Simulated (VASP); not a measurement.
# In in VASP: reference runs

Aim: a first look at In with PBE, on the cell as given.

Everything below comes from runs of VASP 6.6.1. Logs are shortened: lines on timing, memory, paths and dates and some standing lists are left out, and cuts for length are marked.

## (1) The undisturbed slab

The cell holds a slab with vacuum, 5 atoms: a = 3.335 Å, b = 3.335 Å, c = 26.018 Å, α = 90.00°, β = 90.00°, γ = 120.00°.

The slab is cut from a database's or a generator's crystal, which needn't be the stable form of the element.

## (2) Single point, PBE (the (0 0 1) slab of In, cut from the database cell, not relaxed)

Input file INCAR:

```
ALGO     = Normal         # electronic algorithm
DIPOL    = 0.5 0.5 0.500
EDIFF    = 1E-7           # SCF threshold, eV
ENCUT    = 520            # plane-wave cutoff, eV
GGA      = PE             # functional
IDIPOL   = 3            
ISIF     = 2              # what is computed and relaxed
ISMEAR   = -1             # smearing method
LASPH    = T              # aspherical terms in the spheres
LCHARG   = F              # write CHGCAR
LDIPOL   = T            
LREAL    = F              # projectors in reciprocal space
LWAVE    = F              # write WAVECAR
NBANDS   = 40             # bands
NELM     = 60             # most SCF steps
PREC     = Accurate       # precision mode
SIGMA    = 0.05           # smearing width, eV
```

Input file KPOINTS:

```
k-points
0
Gamma
  9 9 1
```

Input file POSCAR:

```
In
1.0
    3.3354847820      0.0000000000      0.0000000000
   -1.6677423910      2.8886145552      0.0000000000
    0.0000000000      0.0000000000     26.0182858400
In
5
Direct
    0.6666666700      0.3333333400      0.2882588056
    0.3333333300      0.6666666600      0.3941294028
    0.6666666700      0.3333333400      0.5000000000
    0.3333333300      0.6666666600      0.6058705972
    0.6666666700      0.3333333400      0.7117411944
```

Potentials or basis: VASP PAW PBE potentials, release 64 (In_d).

Command:

```console
$ cat potpaw_PBE.64/In_d/POTCAR > POTCAR
$ mpirun -np 1 vasp_std > vasp.out
```

OUTCAR:

```text
EDIFF = 1E-7
   ENCUT = 520
   GGA = PE
   ISIF = 2
   ISMEAR = -1
   LASPH = T
   LREAL = F
   NELM = 60
   PREC = Accurate

 ion  position               nearest neighbor table
   1  0.667  0.333  0.288-   2 3.36   2 3.36   2 3.36
   2  0.333  0.667  0.394-   1 3.36   1 3.36   3 3.36   3 3.36   1 3.36   3 3.36
   3  0.667  0.333  0.500-   2 3.36   4 3.36   2 3.36   4 3.36   2 3.36   4 3.36
   4  0.333  0.667  0.606-   5 3.36   5 3.36   3 3.36   3 3.36   5 3.36   3 3.36
   5  0.667  0.333  0.712-   4 3.36   4 3.36   4 3.36

  LATTYP: Found a hexagonal cell.
 ALAT       =     3.3354847820
 C/A-ratio  =     7.8004510710

  Lattice vectors:

 A1 = (   3.3354847820,   0.0000000000,   0.0000000000)
 A2 = (  -1.6677423910,   2.8886145552,   0.0000000000)
 A3 = (   0.0000000000,   0.0000000000,  26.0182858400)

Analysis of symmetry for initial positions (statically):
=====================================================================
 Subroutine PRICEL returns:
 Original cell was already a primitive cell.

 Routine SETGRP: Setting up the symmetry group for a
 hexagonal supercell.

 Subroutine GETGRP returns: Found 12 space group operations
 (whereof 12 operations were pure point group operations)
 out of a pool of 24 trial point group operations.

The static configuration has the point symmetry D_3h.

Analysis of symmetry for dynamics (positions and initial velocities):
=====================================================================
 Subroutine PRICEL returns:
 Original cell was already a primitive cell.

 Routine SETGRP: Setting up the symmetry group for a
 hexagonal supercell.

 Subroutine GETGRP returns: Found 12 space group operations
 (whereof 12 operations were pure point group operations)
 out of a pool of 24 trial point group operations.

The dynamic configuration has the point symmetry D_3h.

 Subroutine INISYM returns: Found 12 space group operations
 (whereof 12 operations are pure point group operations),
 and found     1 'primitive' translations

----------------------------------------------------------------------------------------

                                     Primitive cell

  volume of cell :     250.6844

  direct lattice vectors                    reciprocal lattice vectors
     3.335484782  0.000000000  0.000000000     0.299806495  0.173093360  0.000000000
[... 80 lines left out ...]
   LREAL  =      F    real-space projection
   EDIFFG = 0.1E-05   stopping-criterion for IOM
   NSW    =      0    number of steps for IOM
   IBRION =     -1    ionic relax: 0-MD 1-quasi-New 2-CG
   NFREE  =      0    steps in history (QN), initial steepest desc. (CG)
   ISIF   =      2    stress and relaxation
   ISYM   =      2    0-nonsym 1-usesym 2-fastsym
   POTIM  = 0.5000    time-step for ionic-motion
   TEBEG  =    0.0;   TEEND  =   0.0 temperature during run
   PSTRESS=    0.0 pullay stress
   NELECT =      65.0000    total number of electrons
   NUPDOWN=      -1.0000    fix difference up-down
   EMIN   =  10.00;   EMAX   =-10.00  energy-range for DOS
   EFERMI =   0.00;   METHOD = LEGACY
   ISMEAR =    -1;   SIGMA  =   0.05  broadening in eV -4-tet -1-fermi 0-gaus
   EFERMI_NEDOS =   21; number of points for ismear=-14 and -15
   IALGO  =     38    algorithm
   IMIX   =      4    mixing-type and parameters
     AMIX     =   0.40;   BMIX     =  1.00
     AMIX_MAG =   1.60;   BMIX_MAG =  1.00
  volume/ion in A,a.u.               =      50.14       338.34
  Fermi-wavevector in a.u.,A,eV,Ry     =   1.043927  1.972736 14.827411  1.089784
  Thomas-Fermi vector in A             =   2.178658
   LORBIT       =      0    0 simple, 1 ext, 2 COOP (PROOUT), +10 PAW based schemes
   GGA     = PE    functional components
[... 5 lines left out ...]
 non-spin polarized calculation
  energy-cutoff  :      520.00
  volume of cell :      250.68
 maximum number of plane-waves:      6793
 NGX is ok and might be reduce to    28
   NGX = 13   NGY = 13   NGZ = 97

 number of electron      65.0000015 magnetization

 dipolmoment           0.000000      0.000000     -0.000000 electrons x Angstroem

 Free energy of the ion-electron system (eV)
  ---------------------------------------------------
  ext. energy  EPLUGINS =         0.00000000
  ---------------------------------------------------
  free energy    TOTEN  =       -12.37345638 eV

  energy without entropy =      -12.33840335  energy(sigma->0) =      -12.35592986

 E-fermi :   2.1193     XC(G=0):  -5.9918

 val. band max:        2.1033115064   @ k =   0.4444   0.1111   0.0000
 cond. band min:       2.1204776312   @ k =   0.3333   0.2222   0.0000
 fundamental gap:      0.0171661248
 Fermi energy:         2.1192598777

 k-point     1 :       0.0000    0.0000    0.0000
  band No.  band energies     occupation
      1     -12.6092      2.00000
      2     -12.6022      2.00000
      3     -12.5515      2.00000
      4     -12.5515      2.00000
      5     -12.5447      2.00000
      6     -12.5447      2.00000
[... 505 lines left out ...]
     39       3.4529      0.00000
     40       3.8941      0.00000

------------------------ aborting loop because EDIFF is reached ----------------------------------------

 vacuum level on the upper side and lower side of the slab       (xc-potential included)        -0.123        -0.123

  FORCE on cell =-STRESS in cart. coord.  units (eV):
  Direction    XX          YY          ZZ          XY          YZ          ZX
  --------------------------------------------------------------------------------------
  -------------------------------------------------------------------------------------
  Total        0.2766944      0.2766944      1.3513374      0.0000000      0.0000000     -0.0000000
  in kB        1.7684130      1.7684130      8.6366863      0.0000000      0.0000000     -0.0000000
  external PRESSURE =       4.0578374 kB  Pullay stress =       0.0000000 kB

 VOLUME and BASIS-vectors are now :
 -----------------------------------------------------------------------------
  energy-cutoff  :      520.00
  volume of cell :      250.68
      direct lattice vectors                 reciprocal lattice vectors
     3.335484782  0.000000000  0.000000000     0.299806495  0.173093360  0.000000000
    -1.667742391  2.888614555  0.000000000     0.000000000  0.346186721  0.000000000
     0.000000000  0.000000000 26.018285840     0.000000000  0.000000000  0.038434507

 POSITION                                       TOTAL-FORCE (eV/Angst)
 -----------------------------------------------------------------------------------
      1.66774      0.96287      7.50000         0.000000     -0.000000     -0.130943
      0.00000      1.92574     10.25457        -0.000000      0.000000      0.007960
      1.66774      0.96287     13.00914         0.000000     -0.000000      0.000000
      0.00000      1.92574     15.76371        -0.000000      0.000000     -0.007960
      1.66774      0.96287     18.51829         0.000000     -0.000000      0.130943
 -----------------------------------------------------------------------------------
    total drift:                               -0.000000     -0.000008      0.000000

  FREE ENERGIE OF THE ION-ELECTRON SYSTEM (eV)
  ---------------------------------------------------
  free  energy   TOTEN  =       -12.3734563763 eV

  energy  without entropy=      -12.3384033488  energy(sigma->0) =      -12.35592986

 vacuum level on the upper side and lower side of the slab         5.856         5.856
```

Run time: 3.7 min. Hardware: 1 thread of Intel Xeon Platinum 8259CL at 2.50GHz (Skylake/Cascade Lake), shared host; peak memory 0.42 GiB.

What came out:

```
Free energy            : -12.3735 eV
Largest force          : 0.131 eV/Å
Band gap on the k mesh : none (metal or under the smearing width)
```

Forces in eV/Å, atoms in the order of the input:
```
In   0.000  0.000 -0.131
In   0.000  0.000  0.008
In   0.000  0.000  0.000
In   0.000  0.000 -0.008
In   0.000  0.000  0.131
```
